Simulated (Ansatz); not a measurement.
The first iterations of a band of a periodic cell of 19 atoms, C (surface graphene monolayer, adsorbate C).

Theory: DFT PBE, scalar-relativistic, plane waves, PAW (Ansatz). Settings: cutoff 420 eV, k mesh 2x2x1, gaussian smearing 0.05 eV, spin collinear.

```yaml
movable_images: 5
climbing_image: yes
spring: 5.0 eV/Å²
optimiser: quadratic models (default)
start_path: straight line
force_threshold: 0.05 eV/Å
iteration_limit: 79
end_points: relaxed
```

Initial state:

```xyz
19
Lattice="7.3980 0.0000 0.0000 -3.6990 6.4069 0.0000 0.0000 0.0000 12.0000" Properties=species:S:1:pos:R:3
C -0.006 -0.027 0.917
C 1.214 0.678 0.926
C -1.240 2.106 0.904
C -0.014 2.788 1.007
C -2.476 4.245 0.901
C -1.272 4.967 1.005
C 2.450 -0.034 0.974
C 3.696 0.685 0.975
C 1.216 2.104 0.976
C 2.463 2.823 0.974
C -0.061 4.214 1.319
C 1.274 4.982 1.320
C 4.926 0.002 1.008
C 6.153 0.684 0.905
C 3.698 2.112 0.924
C 4.918 2.816 0.916
C 2.486 4.230 1.005
C 3.689 4.951 0.902
C 0.607 4.598 2.632
```

Final state:

```xyz
19
Lattice="7.3980 0.0000 0.0000 -3.6990 6.4069 0.0000 0.0000 0.0000 12.0000" Properties=species:S:1:pos:R:3
C -0.006 0.002 1.008
C 1.221 0.684 0.905
C -1.234 2.112 0.924
C -0.014 2.816 0.916
C -2.446 4.230 1.005
C -1.243 4.951 0.902
C 2.460 -0.027 0.917
C 3.680 0.678 0.926
C 1.226 2.106 0.904
C 2.452 2.788 1.007
C -0.010 4.245 0.901
C 1.194 4.967 1.005
C 4.916 -0.034 0.974
C 6.162 0.685 0.975
C 3.682 2.104 0.976
C 4.929 2.823 0.974
C 2.405 4.214 1.319
C 3.740 4.982 1.320
C 3.073 4.598 2.632
```

| iteration | highest image above the first end (eV) | largest band force component (eV/Å) |
| --- | --- | --- |
| 1 | 0.706 | 2.238 |
| 2 | 0.412 | 1.179 |
| 3 | 0.340 | 0.530 |

Problem. Does the band converge within its limit, and where does its top end?

Solution. The run converged. It ended after 10 iterations with the highest image 0.367 eV above the first end. The profile has 2 maxima (images 1, 4) with wells between them (image 3): this band takes more than one step, which may be the mechanism or a detour left from its start path. By the program's own check the climbing image is of a kind that is not told: a solve is, or may be, on another electronic state (lowest curvatures found: -6.85 eV/Å²). Limits of this set-up: coarse k mesh, slab without dipole correction, a typed lattice constant that wasn't relaxed here.

Run time: 12 min on 2 threads of Intel(R) Xeon(R) 6975P-C (Granite Rapids) (shared host), peak memory 2 GiB.
